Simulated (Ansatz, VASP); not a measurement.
# Gd: VASP beside Ansatz

```
Gd
1.0
     3.64000    0.00000    0.00000
    -1.82000    3.15233    0.00000
     0.00000    0.00000    5.78032
Gd
2
Direct
  0.33333 0.66667 0.75000
  0.66667 0.33333 0.25000
```

Alike in both runs: task single point; functional PBE; k mesh 4 × 4 × 3; occupations gaussian, width 0.05 eV; collinear spin; Hubbard terms Gd f U = 6.0 eV.

|  | VASP | Ansatz |
| --- | --- | --- |
| version | VASP 6.6.1 | Ansatz 0.2.0 |
| potentials or method | VASP PAW PBE potentials, release 64 (Gd) | scalar-relativistic, plane waves, PAW |
| plane-wave cutoff (eV) | 520 | 420 |
| valence electrons in the cell | 36 | 36 |

VASP gave:

- gap on the k mesh at the Fermi level (eV): none
- pressure (GPa): 1.3
- largest component of the traceless stress (GPa): 0.70
- net moment per atom (μB): 7.87
- size of the moment on the site where the two differ most (μB): 7.14

Q: Which values does Ansatz return?

A: gap on the k mesh at the Fermi level (eV): none; pressure (GPa): 1.1; largest component of the traceless stress (GPa): 0.68; net moment per atom (μB): 7.87; size of the moment on the site where the two differ most (μB): 7.53.

Site moments also hang on the region over which each program counts them. The programs project onto different local orbitals, so the same U acts differently. A gap of «none» marks a metal or a gap that the smearing closes. Ansatz warned: «filled_band_counts_differ_across_k_points».

Caveats: the k mesh is coarse (spacing up to 0.50 Å⁻¹), so the values aren't converged; spin-orbit coupling is left out, which moves the levels of the heavy elements. The state reached can hang on the start; a lower one may exist.
